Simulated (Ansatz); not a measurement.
# HfS2: the cost of one run

Program: Ansatz 0.2.0. Level of theory: DFT PBE+D3(BJ), scalar-relativistic, plane waves, PAW. These are calculated values, not measurements.

That is the level of the relaxation; later steps name their own.

1 further run of the same task is left out (set aside as unsound or not needed).

## (1) Starting point

It takes space group P-3m1 (No. 164, trigonal). The conventional cell has a = 3.606 Å, b = 3.606 Å, c = 5.770 Å, α = 90.00°, β = 90.00°, γ = 120.00°. Hf (site symmetry -3m) has 6 S at 2.54 Å as nearest neighbours. Around S (site symmetry 3m) lie 3 Hf at 2.54 Å.

As a file:

```
Hf S
1.0
     3.60635    0.00000    0.00000
    -1.80317    3.12319    0.00000
     0.00000    0.00000    5.77011
Hf S
1 2
Direct
  0.00000 0.00000 0.00000
  0.66667 0.33333 0.74765
  0.33333 0.66667 0.25235
```

It goes back to an entry of the Materials Project.

This cell was relaxed beforehand with the same method: volume 21.66 Å³/atom, gap on the mesh 0.89 eV.

## (2) The run at PBE+D3(BJ) on the hybrid's mesh

Contents of input.yaml:

```yaml
crystal:
  lattice:
    - [3.6063452989, 0.0, 0.0]
    - [-1.8031726494, 3.1231866436, 0.0]
    - [0.0, 0.0, 5.7701087942]
  atoms:
    - { symbol: Hf, position: [0.0, 0.0, 0.0] }
    - { symbol: S, position: [0.6666666667, 0.3333333333, 0.7476470471] }
    - { symbol: S, position: [0.3333333333, 0.6666666667, 0.2523529529] }
basis:
  ecutwfc: 420
kpoints:
  mp_grid: { grid: [6, 6, 4] }
  band_path:
    path:
      - [0.0, 0.0, 0.0]
      - [0.5, 0.0, 0.0]
      - [0.3333333333, 0.3333333333, 0.0]
      - [0.0, 0.0, 0.5]
      - [0.5, 0.0, 0.5]
      - [0.3333333333, 0.3333333333, 0.5]
      - [-0.036458, 0.005208, 0.0]
      - [0.0, 0.5, 0.5]
    npoints: 1
hamiltonian:
  xc: pbe
  dispersion: d3bj
scf:
  occupations: { method: gaussian, width: 0.02 }
  n_extra_bands: 4
output:
  forces: true
  stress: true
  eigenvalues: true
```

Run with:

```console
$ ansatz run input.yaml --threads 2 --pin off --max-ram 5120MiB --backend cpu --events-out ev --progress --plain --runs-dir out
```

What time and memory should one allow on 2 threads of Intel Xeon at 2.70GHz, shared host?

About 2 s, with a peak of 0.37 GiB.
